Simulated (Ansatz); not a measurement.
# A series in volume scale on MnSb

Periodic Kohn-Sham DFT of a crystal at fixed atoms, scaled to volume_scale times the given cell; pressure positive in compression, energy less spherical unpolarised free atoms, largest_vzz the field gradient of largest size among the nuclei. The results are calculated, by Ansatz 0.2.0.

The cell before it is scaled or strained (space group F-43m, No. 216):
```
CELL_PARAMETERS angstrom
0.00000 3.09010 3.09010
3.09010 0.00000 3.09010
3.09010 3.09010 0.00000
ATOMIC_POSITIONS crystal
Mn 0.00000 0.00000 0.00000
Sb 0.25000 0.25000 0.25000
```

Settings of every row: method all-electron LAPW; functional PBE; relativity scalar; k mesh 10x10x10; filling fermi-dirac; smearing width 0.03 eV; basis error target 0.5 meV/atom; nucleus gaussian.

Atom:
```csv
element,start moment (bohr magneton)
Mn,4
Sb,0
```

Limits: no spin-orbit coupling on heavy atoms; the cell comes from a prototype or a list of computed structures and needn't be the stable phase; with one magnetic atom in the cell only parallel moments are possible.

```csv
row,volume scale,V (Å³/atom),energy less free atoms (eV/atom),pressure (GPa)
1,0.96,28.326,-6.3221,2.014
2,0.98,28.916,-6.3275,0.949
3,1,29.506,?,?
4,1.02,30.097,-6.3276,-0.865
5,1.04,30.687,-6.3229,-1.63
```

Cell moment is 4 bohr magneton in every row.

Question: what energy less free atoms and pressure should row 3 give?

Worked fit of energy less free atoms. Take u = (V_r/V)^(2/3) − 1 with V_r = 29.507 Å³ an atom, which is twice the finite (Eulerian) strain; such expansions in the strain, on which the Birch-Murnaghan equation of state is built, carry the rest volume and the bulk modulus. The shown rows have u = 0.02761, 0.01358, -0.01311, -0.0258. Least squares give energy less free atoms = −6.32923 − 0.0018 × u + 9.42 × u² eV/atom; a straight line predicts inner rows, each left out in turn, worse (root mean square 0.0039 against 3.7e-05 eV/atom). All shown rows lie on it to the printed digit. Its lowest point lies at u = 0.0001, or V = 29.5 Å³ an atom, and the curvature there gives the bulk modulus at fixed shape and fractions, B = (4/9)(1 + u)² E″(u)/V = 45.5 GPa. The withheld row has u = 2e-05, so the fit gives −6.32923 − 0.0018 × (2e-05) + 9.42 × (2e-05)² = -6.3292 eV/atom.

The calculation gave -6.3292 eV/atom. The fit meets it to the printed digit.

Worked fit of pressure. Take u = (V_r/V)^(2/3) − 1 with V_r = 29.507 Å³ an atom, which is twice the finite (Eulerian) strain; such expansions in the strain, on which the Birch-Murnaghan equation of state is built, carry the rest volume and the bulk modulus. The shown rows have u = 0.02761, 0.01358, -0.01311, -0.0258. Least squares give pressure = −0.0087 + 67.874 × u + 195.1 × u² GPa; a straight line predicts inner rows, each left out in turn, worse (root mean square 0.08 against 8.1e-09 GPa). All shown rows lie on it to the printed digit. The pressure vanishes at u = 0.0001, or V = 29.5 Å³ an atom, and there the bulk modulus at fixed shape and fractions is B = −V dP/dV = (2/3)(1 + u) dP/du = 45.3 GPa. The withheld row has u = 2e-05, so the fit gives −0.0087 + 67.874 × (2e-05) + 195.1 × (2e-05)² = -0.007 GPa.

The calculation gave -0.008 GPa. The fit lies 0.001 GPa (12 % of the value, 0.027 % of the column's range) above it, one unit of the last digit.
